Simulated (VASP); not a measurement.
The system is Sb2Se3.

```xyz
5
Lattice="4.4976 0.0000 0.0000 0.0000 4.4976 0.0000 0.0000 0.0000 8.4477" Properties=species:S:1:pos:R:3 pbc="T T T"
Sb    2.2488    2.2488    6.5419
Sb    2.2488    2.2488    1.9059
Se    2.2488    2.2488    0.0000
Se    0.0000    0.0000    3.1169
Se    0.0000    0.0000    5.3308
```

The cell was built by a generator and needn't be a form met in nature.

```yaml
Program: VASP 6.6.1
Task: relaxation of cell and atoms
Functional: PBE
Potentials_or_basis: VASP PAW PBE potentials, release 64 (Sb, Se)
Cutoff: 520 eV
k_mesh: 3 × 3 × 2
Occupations: gaussian, width 0.15 eV
Spin: no spin polarisation
```

At the start: pressure 29.2 GPa; volume 34.18 Å³/atom.

Q: How do energy, volume and symmetry change on relaxing?

A: Over 24 steps the energy falls by 2189.7 meV/atom and the volume is 31.29 Å³/atom (-8.4 %); space group P4/mmm (No. 123, to 0.05 Å).

Step by step:
```csv
step,energy change (eV),largest force (eV/Å),pressure (GPa),volume (Å³)
1,0.0000,24.3672,29.24,170.88
2,-5.5316,0.2919,-4.41,325.68
3,-6.4030,0.6762,-5.39,323.27
4,-6.4164,0.6686,-5.46,320.21
5,-7.1108,0.5688,-6.81,245.42
6,-8.7571,0.7830,-6.91,208.12
7,-10.0428,0.1143,-4.63,189.49
8,-10.0660,1.7737,-1.01,180.19
9,-10.1450,0.7420,-3.13,184.96
10,-10.1958,0.9973,-3.07,184.12
11,-10.1858,1.4218,-2.29,182.15
12,-10.1971,1.1078,-2.85,183.56
13,-10.4873,1.1468,-1.33,170.19
14,-10.6302,1.1278,1.68,154.68
15,-10.7499,0.3099,0.90,152.03
16,-10.7501,0.2847,0.77,151.90
17,-10.8646,0.2586,0.24,153.50
18,-10.9323,0.3284,-0.10,155.22
19,-10.9359,0.4228,-0.12,155.81
20,-10.9364,0.3947,-0.12,155.63
21,-10.9429,0.0229,0.51,155.23
22,-10.9446,0.1248,0.33,155.35
23,-10.9486,0.0915,0.00,156.59
24,-10.9487,0.0723,-0.07,156.45
```

Final structure:
```yaml
crystal:
  lattice:
    - [4.33586, 0.00000, 0.00000]
    - [0.00000, 4.33586, 0.00000]
    - [0.00000, 0.00000, 8.32187]
  atoms:
    - { symbol: Sb, position: [0.50000, 0.50000, 0.68252] }
    - { symbol: Sb, position: [0.50000, 0.50000, 0.31748] }
    - { symbol: Se, position: [0.50000, 0.50000, 0.00000] }
    - { symbol: Se, position: [0.00000, 0.00000, 0.35572] }
    - { symbol: Se, position: [0.00000, 0.00000, 0.64428] }
```

Caveat: the k mesh is coarse (spacing up to 0.47 Å⁻¹), so the values aren't converged.
